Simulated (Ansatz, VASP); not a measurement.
# Cross-check of WSe2 between VASP and Ansatz, part 2 of 2

Wanted: the spread between two codes on one cell, functional and k mesh. The cell is taken from a series of runs on this material, whose earlier steps may have relaxed, scaled, displaced or heated it; both programs get it as it stands.

VASP 6.6.1 and Ansatz 0.2.0.

So far: Starting point; VASP: single point, HSE06.

## 3. Ansatz: single point, HSE06

Level of this step: Ansatz beside VASP: Kohn-Sham DFT, plane waves, HSE06 (Ansatz).

Ansatz runs on its PAW soft_1 files.

The same cell, functional and mesh now go to Ansatz, which takes its cutoff from its data sets.

input.yaml

```yaml
crystal:
  lattice:
    - [3.2306754271, 0.0, 0.0]
    - [-1.6153377135, 2.7978469912, 0.0]
    - [0.0, 0.0, 12.4136638]
  atoms:
    - { symbol: W, position: [0.3333333333, 0.6666666667, 0.25] }
    - { symbol: Se, position: [0.6666666667, 0.3333333333, 0.3854146476] }
    - { symbol: Se, position: [0.6666666667, 0.3333333333, 0.1145853524] }
    - { symbol: W, position: [0.6666666667, 0.3333333333, 0.75] }
    - { symbol: Se, position: [0.3333333333, 0.6666666667, 0.8854146476] }
    - { symbol: Se, position: [0.3333333333, 0.6666666667, 0.6145853524] }
kpoints:
  mp_grid: { grid: [6, 6, 2] }
  band_path:
    path:
      - [0.0, 0.0, 0.0]
      - [0.5, 0.0, 0.0]
      - [0.33333333, 0.33333333, 0.0]
      - [0.0, 0.0, 0.5]
      - [0.5, 0.0, 0.5]
      - [0.33333333, 0.33333333, 0.5]
      - [0.1666666667, 0.1666666667, 0.0]
    npoints: 1
hamiltonian:
  xc: hse06
  pseudopotentials: { kind: paw, azcp: { folder: soft_1 } }
scf:
  occupations: { method: fixed }
  n_extra_bands: 6
output:
  eigenvalues: true
```

Command:

```
ansatz run input.yaml --threads 3 --pin off --max-ram 92160MiB --backend cuda --events-out ev --progress --plain --runs-dir out --devices 1 --max-vram 13GiB
```

Numbers of over 12 decimals in the logs are rounded to 6 here.

The log of the run:

```text
scf.n_extra_bands = 6 over 46 filled bands (N_el = 92.0): the run solves 52 bands
GPUs: using 1 of 1 available (devices: 1).
Engine: ansatz 0.2.0, x86_64-unknown-linux-gnu
Pseudopotentials: kind: paw
Pseudopotential: W, paw, valence charge 14, recommended cutoff 420 eV (normal), soft_1/W.paw.azcp
Pseudopotential: Se, paw, valence charge 16, recommended cutoff 420 eV (normal), soft_1/Se.paw.azcp
Functional definition: HSE06
  parameter a = 0.25
  parameter omega = 0.11/bohr
  exchange = pbe_x - a*pbe_x_sr(omega) + a*exact_x_sr(omega)
  correlation = pbe_c
davidson cushion auto → on  (no smearing: the cushion is to keep the highest requested band from converging to the state above it; pin scf.eigensolver.cushion to override)
device memory: the entry about to start is reckoned to put 2.4 GiB on a device that reports 39.1 GiB free (of which the cap on the GPU budget leaves the run 13.0 GiB)
GPU FFT provider: cuFFT
GPU libraries: cuBLAS 13.8.2, cuFFT 12.4.0, cuSOLVER 12.3.4
Crystal: 6 atoms, lattice volume = 112.206 Å³
Basis set: ecut = 420 eV, 2249 PW (Γ)
Bands: 52, of which v1, the nominal top of the filled ones, is band 46 counted from 1 (45 counted from 0)
Symmetry: 24 space group operations
Space group: P63/mmc (ITA 194), of the structure as read, at distance tolerance 4.8e-5 Å
k-points: 14 of 72
Non-local potential: W, projectors of the file, l = 0: 3, l = 1: 2, l = 2: 2, l = 3: 1
Non-local potential: Se, projectors of the file, l = 0: 2, l = 1: 2, l = 2: 3, l = 3: 1
PAW form: soft (Blöchl's): semilocal exchange-correlation on the pseudo side does not see the compensation charge
PAW frozen core: W, regenerated for the run's functional, and the local potential with it (the file was generated under x = pbe(κ = 0.804, μ = 0.219515), c = pbe(β = 0.066725))
PAW frozen core: Se, regenerated for the run's functional, and the local potential with it (the file was generated under x = pbe(κ = 0.804, μ = 0.219515), c = pbe(β = 0.066725))
PAW one-centre angular grid: W, 590 points (default); XC on 64 Gauss nodes
PAW one-centre angular grid: Se, 590 points (default); XC on 64 Gauss nodes
Initial density: superposition of atomic densities (chi_scale 0.1, normalization cell, long waves kept (reshape's long-wave potential 0.03 eV rms))
Initial wavefunctions: pseudopotential atomic-orbital guess
GPU buffer pool allocated for 51840 grid points (all kernels)
GPU transforms: local potential and band sums: pruned to the plane-wave sphere, on 24×24×90
Functional: x = pbe(κ = 0.804, μ = 0.219515), c = pbe(β = 0.066725), warm-up for x = pbe(κ = 0.804, μ = 0.219515) + 0.25 (exact − pbe) at short range (hse, ω = 0.207870 Å⁻¹), c = pbe(β = 0.066725); HSE06 as pw.x's `hse` composes it (authors' and Libxc's form: `xc: wpbeh`)
SCF iter   1: F=—  HF=-42652.024540 eV  |F-HF|=—  |Δ(HF+E_count)|=         —  Δρ=3.77e-2  dr2=5.60e0  ethr=1.00e-1  ⟨swp⟩=4.0  Hψ=1985  notcnv=0
preconditioner: auto → none  [insulator: Δε(μ)=0.751 eV  Ē_g=8.165 eV  n_scr=40 (ndim 8)  ℏωp=21.0 eV  f_vac=0.005]
SCF iter   2: F=—  HF=-42653.971260 eV  |F-HF|=—  |Δ(HF+E_count)|=    1.95e0  Δρ=6.28e-2  dr2=1.83e1  ethr=6.09e-3  ⟨swp⟩=4.6  Hψ=2063  notcnv=0
iter 3 solved again at ethr=5.20e-4 eV; its pass at ethr=6.09e-3 eV (dr2=4.79e-1 eV) is discarded
SCF iter   3: F=—  HF=-42651.187216 eV  |F-HF|=—  |Δ(HF+E_count)|=    2.78e0  Δρ=1.44e-2  dr2=4.83e-1  ethr=5.20e-4  ⟨swp⟩=2.2  Hψ=3442  notcnv=0
SCF iter   4: F=—  HF=-42651.117153 eV  |F-HF|=—  |Δ(HF+E_count)|=   7.01e-2  Δρ=3.98e-3  dr2=9.77e-3  ethr=5.20e-4  ⟨swp⟩=3.0  Hψ=1652  notcnv=0
SCF iter   5: F=—  HF=-42651.118871 eV  |F-HF|=—  |Δ(HF+E_count)|=   1.72e-3  Δρ=1.19e-3  dr2=6.12e-4  ethr=1.06e-5  ⟨swp⟩=4.0  Hψ=2316  notcnv=0
SCF iter   6: F=—  HF=-42651.118834 eV  |F-HF|=—  |Δ(HF+E_count)|=   3.71e-5  Δρ=3.43e-4  dr2=5.35e-5  ethr=6.65e-7  ⟨swp⟩=3.5  Hψ=2259  notcnv=0
SCF iter   7: F=-42651.118820 eV  HF=-42651.118825 eV  |F-HF|=5.19e-6  |Δ(HF+E_count)|=   8.44e-6  Δρ=7.95e-5  dr2=4.96e-6  ethr=5.82e-8  ⟨swp⟩=3.0  Hψ=2100  notcnv=0
SCF 1 stopped early in 7 iterations: F = -42651.118820 eV  dr2 = 4.96e-6
  greatest PAW one-centre occupation: 1.000 electrons in one spin orbital (limit 2), on the Se atom at site 4 (counted from 0), in its partial waves of l = 2
device memory: the entry about to start is reckoned to put 2.9 GiB on a device that reports 39.1 GiB free (of which the cap on the GPU budget leaves the run 13.0 GiB)
GPU FFT provider: cuFFT
GPU libraries: cuBLAS 13.8.2, cuFFT 12.4.0, cuSOLVER 12.3.4
Initial density: handed on by an earlier stage of this run
Initial wavefunctions: those handed on with the density
GPU buffer pool allocated for 51840 grid points (all kernels)
GPU transforms: local potential and band sums: pruned to the plane-wave sphere, on 24×24×90
Functional: x = pbe(κ = 0.804, μ = 0.219515) + 0.25 (exact − pbe) at short range (hse, ω = 0.207870 Å⁻¹), c = pbe(β = 0.066725); HSE06 as pw.x's `hse` composes it (authors' and Libxc's form: `xc: wpbeh`)
Exchange kernel: α = 0.2500, screened, ω = 0.2079 Å⁻¹, Wigner–Seitz truncation, v(0) = 1044.7979 eV·Å³, q-mesh 6×6×2, nearest image of the exchange supercell L = 19.38 Å, pair-density grid 15×15×54, without the augmentation charges, whose exchange is taken in its separable form by FFT convolution over the k-point mesh (sized by the pseudopotential files, 20×20×90 at the most), smooth part of the exact exchange by density-matrix convolution in up to 3.61 GiB of GPU memory as planned if the GPU has room (build and FFT work areas not counted)
Frozen-core exchange: fock
SCF iter   1: F=—  HF=-42659.079473 eV  |F-HF|=—  |Δ(HF+E_count)|=         —  Δρ=7.23e-3  dr2=1.17e-1  ethr=5.39e-8  ⟨swp⟩=7.5  Hψ=3982  notcnv=0
preconditioner: auto → none  [insulator: Δε(μ)=1.135 eV  Ē_g=9.555 eV  n_scr=40 (ndim 8)  ℏωp=21.0 eV  f_vac=0.018]
SCF iter   2: F=—  HF=-42659.039571 eV  |F-HF|=—  |Δ(HF+E_count)|=   3.99e-2  Δρ=1.74e-3  dr2=3.97e-3  ethr=5.39e-8  ⟨swp⟩=5.1  Hψ=3164  notcnv=0
SCF iter   3: F=—  HF=-42659.057497 eV  |F-HF|=—  |Δ(HF+E_count)|=   1.79e-2  Δρ=1.09e-3  dr2=9.93e-4  ethr=5.39e-8  ⟨swp⟩=4.1  Hψ=2957  notcnv=0
SCF iter   4: F=—  HF=-42659.057128 eV  |F-HF|=—  |Δ(HF+E_count)|=   3.69e-4  Δρ=2.13e-4  dr2=8.82e-5  ethr=5.39e-8  ⟨swp⟩=4.0  Hψ=2418  notcnv=0
SCF iter   5: F=—  HF=-42659.057663 eV  |F-HF|=—  |Δ(HF+E_count)|=   5.35e-4  Δρ=1.47e-4  dr2=3.48e-5  ethr=3.63e-8  ⟨swp⟩=4.1  Hψ=2286  notcnv=0
SCF iter   6: F=-42659.057652 eV  HF=-42659.057653 eV  |F-HF|=3.14e-7  |Δ(HF+E_count)|=   1.08e-5  Δρ=2.05e-5  dr2=2.05e-6  ethr=3.60e-8  ⟨swp⟩=3.0  Hψ=1866  notcnv=0
SCF 2 stopped early in 6 iterations: F = -42659.057652 eV  dr2 = 2.05e-6
hybrid outer 1: dexx = +2.263e-2 eV, tail = 2.34e-4 eV
GPU FFT provider: cuFFT
GPU libraries: cuBLAS 13.8.2, cuFFT 12.4.0, cuSOLVER 12.3.4
GPU buffer pool allocated for 51840 grid points (all kernels)
GPU transforms: local potential and band sums: pruned to the plane-wave sphere, on 24×24×90
Exchange kernel: α = 0.2500, screened, ω = 0.2079 Å⁻¹, Wigner–Seitz truncation, v(0) = 1044.7979 eV·Å³, q-mesh 6×6×2, nearest image of the exchange supercell L = 19.38 Å, pair-density grid 15×15×54, without the augmentation charges, whose exchange is taken in its separable form by FFT convolution over the k-point mesh (sized by the pseudopotential files, 20×20×90 at the most), smooth part of the exact exchange by density-matrix convolution in up to 3.61 GiB of GPU memory as planned if the GPU has room (build and FFT work areas not counted)
Frozen-core exchange: fock
SCF iter   1: F=—  HF=-42659.058403 eV  |F-HF|=—  |Δ(HF+E_count)|=         —  Δρ=7.17e-5  dr2=4.01e-6  ethr=1.27e-6  ⟨swp⟩=3.0  Hψ=1639  notcnv=0
preconditioner: auto → none  [insulator: Δε(μ)=1.172 eV  Ē_g=9.490 eV  n_scr=40 (ndim 8)  ℏωp=21.0 eV  f_vac=0.019]
SCF iter   2: F=—  HF=-42659.058407 eV  |F-HF|=—  |Δ(HF+E_count)|=   4.57e-6  Δρ=3.76e-5  dr2=9.48e-7  ethr=3.89e-9  ⟨swp⟩=4.0  Hψ=2616  notcnv=0
SCF iter   3: F=—  HF=-42659.058407 eV  |F-HF|=—  |Δ(HF+E_count)|=   1.94e-7  Δρ=1.58e-5  dr2=1.31e-7  ethr=8.12e-10  ⟨swp⟩=3.0  Hψ=1768  notcnv=0
iter 4 solved again at ethr=3.47e-12 eV; its pass at ethr=1.09e-10 eV (dr2=3.19e-9 eV) is discarded
SCF iter   4: F=-42659.058407 eV  HF=-42659.058407 eV  |F-HF|=2.30e-9  |Δ(HF+E_count)|=   1.53e-8  Δρ=1.95e-6  dr2=3.64e-8  ethr=3.47e-12  ⟨swp⟩=4.0  Hψ=3934  notcnv=0
SCF 3 converged in 4 iterations: F = -42659.058407 eV  dr2 = 3.64e-8
  greatest PAW one-centre occupation: 1.000 electrons in one spin orbital (limit 2), on the Se atom at site 5 (counted from 0), in its partial waves of l = 2
hybrid outer 2: dexx = +3.845e-6 eV, tail = 1.43e-7 eV, Δε = 2.38e-3 eV (about 1.10e-4 eV left of the loop's levels)
device memory: the entry about to start is reckoned to put 0.9 GiB on a device that reports 41.1 GiB free (of which the cap on the GPU budget leaves the run 13.0 GiB)
NSCF: frozen V_eff on 7 k-points
hybrid SCF converged: 2 outer / 10 inner (+7 warm-up), last move |dexx| = 3.84e-6 eV, tail = 1.43e-7 eV
Stability not checked: this state was not tested for a lower state beside it, because the functional holds exact exchange (a hybrid, or Hartree-Fock), whose exchange loop this test does not read (fock_operator; see scf.lower_state_search)
Free energy (F): -42659.058408 eV
Frozen-core exchange: fock
Harris-Foulkes:  -42659.058408 eV  (|F-HF|=2.30e-9)
Internal energy: -42659.058408 eV  (E = F + TS)
E sigma→0 (E₀):  -42659.058408 eV
Fermi energy:    13.837249 eV
--- Per-component energies (eV) ---
  E_band       = -1846.493006
  E_kinetic    = 1290.230972
  E_local      = -11242.995767  (includes V_loc(G=0)·N_el)
  E_nonlocal   = -1470.274902
  E_hartree    = 5864.034583
  E_xc         = -704.755316
  E_vxc        = -662.787603  (∫ρ·V_xc dr)
  E_exx        = -355.144727  (= α·E_x^exact, valence–valence)
  E_paw        = -25492.507650  (= ΣΔE_a)
  E_vpaw       = -778.443020  (= ΣTr[D̂ρ^β])
  E_aug_tail   = -0.001159  (compensation charges beyond the density's cutoff)
  E_ewald      = -10537.513880
  E_core_change = -10.130563  (= ΣΔE_core)
  E_smearing   = -0.000000  (= −TS)
  E_closure    = -0.000000  (closes the sum)
  Σ components = -42659.058408   (vs F -42659.058408, Δ=-7.28e-12)
--- Band table (eV; the first three rows and the last of 14) ---
  k-point 0: bands = [... 42 lower, 12.1569, 12.2084, 12.8126, 13.8372, 17.0910, 17.0910, 17.1135, 17.1135, ... 2 higher]
  k-point 1: bands = [... 42 lower, 12.0976, 12.0976, 13.5909, 13.5909, 17.0907, 17.0907, 17.0907, 17.0907, ... 2 higher]
  k-point 2: bands = [... 42 lower, 11.6206, 12.2931, 12.5944, 12.9072, 15.9995, 16.5217, 16.6818, 16.7349, ... 2 higher]
  k-point 13: bands = [... 42 lower, 10.4210, 10.4210, 13.2951, 13.2951, 15.7270, 15.7270, 16.6397, 16.6397, ... 2 higher]
```

## 4. Side by side

Known differences besides the potentials themselves: exact exchange at q = 0 is treated differently, which shows on coarse meshes; VASP keeps PBE cores, Ansatz makes them for the functional; fixed occupations in Ansatz, narrow Gaussian smearing in VASP; the data sets hold 92 valence electrons in Ansatz (on its PAW soft_1 files) and 36 in VASP; the cutoff is 420 eV in Ansatz and 400 eV in VASP; VASP takes a coarser grid for exact exchange (PRECFOCK = Fast). Total energies have different zeros and are not compared.

Both answers:

| quantity | Ansatz | VASP | difference |
| --- | --- | --- | --- |
| gap on the k mesh (eV) | 1.172 | 1.196 | -0.024 |

A gap on the mesh is an upper bound, since the band edges may lie between its points; neither run holds spin-orbit coupling, which can move the band edges of a compound of W.

## 5. What came out

- difference in gap on the k mesh (single point, HSE06): -0.024 eV

**Reading.** The difference in gap on the k mesh is -0.024 eV (single point, HSE06), within the 0.08 eV picked in this series as the mark of a large difference. The data sets hold unlike numbers of valence electrons (92 in Ansatz and 36 in VASP), so part of the differences comes from the potentials. Such differences can come from data sets, numerical settings and the points named under the comparisons, not from the functional's error against experiment.

[Lines on the potential files, build, host, timing and source positions are cut from VASP's logs without a mark.]

[Logs are printed without paths, hosts, clocks, repeated set-up lines and the standing remarks that a program may print on its own settings, such as how far it seeks lower states.]

[Hosts, paths, dates, database ids (printed as entryN), source tags and the programs' standing remarks are cut or masked in the printed files.]
